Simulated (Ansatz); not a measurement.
**Levels of theory for BeSe (F-43m)**

All numbers come from Ansatz. (Simulation; no magnetic order is allowed.)

Structure: BeSe (F-43m) from a database structure, at its r2SCAN minimum. It is cubic, F-43m (No. 216); a = 5.162 Å in the conventional setting, 17.19 Å³ an atom. Be has 4 Se at 2.24 Å; Se has 4 Be at 2.24 Å.

Gaps on the r2SCAN cell, each the least over its mesh and the special points:
```json
{"level": "LDA", "k mesh": "8×8×8", "gap (eV)": "2.50", "kind": "indirect", "edges": "Γ → X", "least direct gap (eV)": "4.09"}
{"level": "PBE", "k mesh": "8×8×8", "gap (eV)": "2.66", "kind": "indirect", "edges": "Γ → X", "least direct gap (eV)": "4.29"}
{"level": "PBE+SOC", "k mesh": "8×8×8", "gap (eV)": "2.51", "kind": "indirect", "edges": "Γ → X", "least direct gap (eV)": "4.15"}
{"level": "r2SCAN", "k mesh": "8×8×8", "gap (eV)": "3.12", "kind": "indirect", "edges": "Γ → X", "least direct gap (eV)": "5.04"}
{"level": "r2SCANh", "k mesh": "6×6×6", "gap (eV)": "3.65", "kind": "indirect", "edges": "Γ → X", "least direct gap (eV)": "5.61"}
{"level": "HSE06", "k mesh": "6×6×6", "gap (eV)": "3.49", "kind": "indirect", "edges": "Γ → X", "least direct gap (eV)": "5.38"}
{"level": "HSE06+SOC", "k mesh": "6×6×6", "gap (eV)": "3.34", "kind": "indirect", "edges": "Γ → X", "least direct gap (eV)": "5.22"}
{"level": "DDH-PBE0", "k mesh": "6×6×6", "gap (eV)": "3.66", "kind": "indirect", "edges": "Γ → X", "least direct gap (eV)": "5.45"}
{"level": "PBE0", "k mesh": "6×6×6", "gap (eV)": "4.17", "kind": "indirect", "edges": "Γ → X", "least direct gap (eV)": "6.05"}
{"level": "G0W0@PBE (102 empty bands, 120 eV, 6×6×6)", "k mesh": "6×6×6", "gap (eV)": "3.75", "kind": "–", "edges": "Γ → X (mesh)", "least direct gap (eV)": "–"}
{"level": "G0W0@PBE (254 empty bands, 220 eV, 6×6×6)", "k mesh": "6×6×6", "gap (eV)": "3.90", "kind": "–", "edges": "Γ → X (mesh)", "least direct gap (eV)": "–"}
```
PBE: smearing of 0.02 eV; the others have fixed occupations.
Wave cutoffs: 420 eV, 500 eV (r2SCAN, r2SCANh). Set aside, since their points miss a band edge that the other levels read or their mesh is too coarse: LC-ωPBE.
The G0W0 gap is PBE's gap over the path plus the quasiparticle shift read on the mesh. G0W0 values are finite-basis, finite-mesh values.

HSE06 gives an indirect gap of 3.49 eV, from Γ to X; the least direct gap is 5.38 eV at Γ. Spin-orbit coupling changes the PBE gap by -0.14 eV, to 2.51 eV; at Γ the threefold valence level splits into a fourfold and a twofold level 0.44 eV apart, the fourfold one on top. Spin-orbit coupling changes the HSE06 gap by -0.15 eV, to 3.34 eV; at Γ the threefold valence level splits into a fourfold and a twofold level 0.47 eV apart, the fourfold one on top.

Taking G0W0@PBE (254 empty bands, 220 eV, 6×6×6), 3.90 eV, as the yardstick (a computed one, not at the basis limit), DDH-PBE0 comes nearest, -0.24 eV off. The others: r2SCANh -0.25, PBE0 +0.27, HSE06 -0.41, r2SCAN -0.78, PBE -1.24, LDA -1.40 eV. The yardstick still moved by +0.15 eV in its last step of bands and cutoff, so this order can change. r2SCAN covers 56 % of the step from PBE to HSE06. Spin-orbit coupling moves the least or the direct gap by up to 0.15 eV, so it has to be included where a tenth of an eV counts. All these functionals give a gap of the same kind, indirect.

r2SCAN (ground state on 8×8×8): ε∞: 5.57 in all directions. Born charges, averaged over directions: Be +1.63, Se -1.63 e. PBE (ground state on 8×8×8): The electronic dielectric tensor ε∞ is 6.01 in all directions. Born charges, averaged over directions: Be +1.56, Se -1.56 e.

On the PBEsol cell (a = 5.129 Å), with PBEsol: The optical mode at Γ lies at 509 cm⁻¹ without the longitudinal term. With the long-range field the highest mode reaches 573 cm⁻¹. By the program's warning the force constants, and with them frequencies and ε⁰, aren't converged on this mesh. The electronic dielectric tensor ε∞ is 6.11 in all directions. With the ions relaxed, ε⁰ is 7.7 in all directions. Born charges, averaged over directions: Be +1.53, Se -1.53 e.

Only the levels marked +SOC include spin-orbit coupling.

The meshes of the hybrids are coarse, so their gaps aren't converged to the digits shown.
